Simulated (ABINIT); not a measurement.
The system is GaSb.

```
Sb Ga
1.0
     0.00000    3.05900    3.05900
     3.05900    0.00000    3.05900
     3.05900    3.05900    0.00000
Sb Ga
1 1
Direct
  0.75000 0.75000 0.75000
  0.00000 0.00000 0.00000
```

Program: ABINIT 10.8.3 (patched build). Alike in all runs: potentials or basis JTH PAW PBE v2.0; no spin polarisation; cell as given; smearing fermi-dirac 0.05 eV.

Problem. Order these runs on this cell by their pressure, lowest first.
A. level RPBE; k mesh 8 × 8 × 8; cutoff (eV) 463; fine-grid cutoff 925.187 eV
B. level r2SCAN; k mesh 6 × 6 × 6; cutoff (eV) 544; fine-grid cutoff 1088.46 eV
C. level HLE16; k mesh 8 × 8 × 8; cutoff (eV) 463; fine-grid cutoff 925.187 eV

Solution. C (-5.4 GPa), B (0.2 GPa), A (3.7 GPa).

Caveats: the PAW data sets were made with another functional, which shifts forces and pressure a little (some runs); the potentials were made for a functional far from this one (some runs); the potentials were made for another functional, which shifts forces and pressure (some runs).

Runs at the PBE level aren't shown here.
